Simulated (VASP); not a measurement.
Input of a VASP 6.6.1 run:

File INCAR:

```
PREC = Accurate
ENCUT = 600
EDIFF = 1E-7
ISMEAR = 0
SIGMA = 0.02
LREAL = False
LASPH = True
NELM = 60
ALGO = Normal
ISIF = 3
LWAVE = False
LCHARG = False
IBRION = 2
NSW = 90
EDIFFG = -0.005
```

File KPOINTS:

```
regular mesh
0
Gamma
  10 10 10
```

Contents of POSCAR:

```
PbS
1.0
    0.0000000000      2.9880867000      2.9880867000
    2.9880867000      0.0000000000      2.9880867000
    2.9880867000      2.9880867000      0.0000000000
Pb S
1 1
Direct
    0.5000000000      0.5000000000      0.5000000000
    0.0000000000      0.0000000000      0.0000000000
```

Potentials or basis: VASP PAW LDA potentials, release 64 (Pb_d, S).

Launch:

```bash
$ cat potpaw_LDA.64/Pb_d/POTCAR potpaw_LDA.64/S/POTCAR > POTCAR
$ mpirun -np 1 vasp_std > vasp.out
```

(1) Estimate the space group after relaxing (to 0.05 Å).

(2) What does it give for the relaxed volume?

(3) What does it give for the relaxed cell?

Results:

(1) Fm-3m (No. 225).

(2) 25.01 Å³/atom.

(3) a = 4.136 Å, b = 4.136 Å, c = 4.136 Å, α = 60.00°, β = 60.00°, γ = 60.00°.
